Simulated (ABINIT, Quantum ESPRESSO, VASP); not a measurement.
**MgS: 3 runs at one level of theory**

```xyz
2
Lattice="0.0000 2.6016 2.6016 2.6016 0.0000 2.6016 2.6016 2.6016 0.0000" Properties=species:S:1:pos:R:3 pbc="T T T"
Mg    2.6014    2.6032    5.1885
S     2.6019    2.6001    2.6165
```

Alike in all runs: task single point; functional PBE; k mesh 9 × 9 × 9; occupations fermi-dirac, width 0.05 eV; no spin polarisation; no spin-orbit coupling. Pressure is positive in compression and, in plane waves, holds the error of the finite cutoff.

```csv
program and potentials,plane-wave cutoff (eV),notes,pressure (GPa),largest force (eV/Å)
"VASP, PBE PAW files Mg, S, 520 eV",520,4 valence electrons an atom on average,0.89,0.084
"ABINIT, JTH PAW PBE v2.0",544,8 valence electrons an atom on average,1.09,0.083
"Quantum ESPRESSO, SSSP 1.3 efficiency PBE",748,4 valence electrons an atom on average,0.86,0.082
```

Force on atom 1 (Mg), eV/Å:

```json
{"program and potentials": "VASP, PBE PAW files Mg, S, 520 eV", "x": "0.001", "y": "-0.009", "z": "0.083"}
{"program and potentials": "ABINIT, JTH PAW PBE v2.0", "x": "0.001", "y": "-0.009", "z": "0.083"}
{"program and potentials": "Quantum ESPRESSO, SSSP 1.3 efficiency PBE", "x": "0.001", "y": "-0.009", "z": "0.082"}
```

The pressure spans 0.86 (Quantum ESPRESSO, SSSP 1.3 efficiency PBE) to 1.09 GPa (ABINIT, JTH PAW PBE v2.0).

The functional is the same throughout but for its coding, so the spread measures potentials, basis and numerics; runs on potential files found faulty are left out.
